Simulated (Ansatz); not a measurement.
**Hf: the crystal squeezed far**

An exercise on one series of results from a longer session: the logs are not shown, and one member is left open.

Program: Ansatz 0.2.0. Level of theory: DFT, PBE, PAW with Ansatz's default frozen-core files, scalar-relativistic. These are calculated values, not measurements.

**Starting point**

Symmetry: P6/mmm, No. 191, hexagonal system. Conventional cell: a = 3.066 Å, b = 3.066 Å, c = 2.882 Å, α = 90.00°, β = 90.00°, γ = 120.00°. Around Hf (site symmetry 6/mmm) lie 8 Hf at 2.88 to 3.07 Å.

Coordinates:

```cif
data_structure
_symmetry_space_group_name_H-M 'P6/mmm'
_symmetry_Int_Tables_number 191
_cell_length_a 3.0660
_cell_length_b 3.0660
_cell_length_c 2.8821
_cell_angle_alpha 90.000
_cell_angle_beta 90.000
_cell_angle_gamma 120.000
_cell_volume 23.46
loop_
_atom_site_label
_atom_site_type_symbol
_atom_site_symmetry_multiplicity
_atom_site_Wyckoff_symbol
_atom_site_fract_x
_atom_site_fract_y
_atom_site_fract_z
_atom_site_occupancy
Hf1 Hf 1 a 0.00000 0.00000 0.00000 1
```

The file gives the conventional cell by its symmetry; the runs use the cell typed in the input.

Whether this phase is the stable one at these pressures isn't tested.

Set-up of the first run:

The input, input.yaml:

```yaml
crystal:
  lattice:
    - [3.0660394123, 0.0, 0.0]
    - [-1.5330197062, 2.65526802, 0.0]
    - [0.0, 0.0, 2.8820770476]
  atoms:
    - { symbol: Hf, position: [0.0, 0.0, 0.0] }
kpoints:
  mp_grid: { grid: [16, 16, 15] }
scf:
  occupations: { method: fermi_dirac, width: 0.1 }
hamiltonian:
  xc: pbe
  pseudopotentials: { kind: paw }
output:
  forces: true
  stress: true
relax:
  f_tol: 0.005
  max_steps: 40
  cell: {}
```

On the command line:

```bash
$ ansatz run input.yaml --threads 1 --pin off --max-ram 2048MiB --backend cpu --events-out ev --progress --plain --runs-dir out
```

Among the steps run: Cell relaxed at zero pressure, PAW; Volume scaled by 1, PAW; Shape and atoms relaxed at 0.88 of the volume, PAW; Volume scaled by 0.88, PAW; Shape and atoms relaxed at 0.78 of the volume, PAW; Volume scaled by 0.78, PAW; Shape and atoms relaxed at 0.68 of the volume, PAW; Volume scaled by 0.68, PAW; Shape and atoms relaxed at 0.58 of the volume, PAW; Volume scaled by 0.58, PAW; Shape and atoms relaxed at 0.5 of the volume, PAW; Volume scaled by 0.5, PAW; Volume scaled by 0.5, PAW (partial_waves polarizable); Shape and atoms relaxed at 0.43 of the volume, PAW; Volume scaled by 0.43, PAW; Volume scaled by 0.43, PAW (cutoff 250 eV).

One table of the session follows, with a row left open; its other results are not shown here.

```
                         method  volume over the first  volume (Å³/atom)  pressure (GPa)
                            PAW                      1                 ?               ?
                            PAW                   0.88            20.560           14.24
                            PAW                   0.78            18.224           34.45
                            PAW                   0.68            15.887           68.83
                            PAW                   0.58            13.551          132.79
                            PAW                    0.5            11.682          228.63
                            PAW                   0.43            10.046          384.61
            PAW (cutoff 250 eV)                   0.43            10.046          405.12
PAW (partial_waves polarizable)                    0.5            11.682          228.62
```

Q: Estimate the row for PAW, 1 from the others.

The run gave: volume (Å³/atom): 23.364; pressure (GPa): -0.01. In the column «volume (Å³/atom)» it is the highest.

Caveats from the session: Warnings in the runs' records: cutoff below recommended.
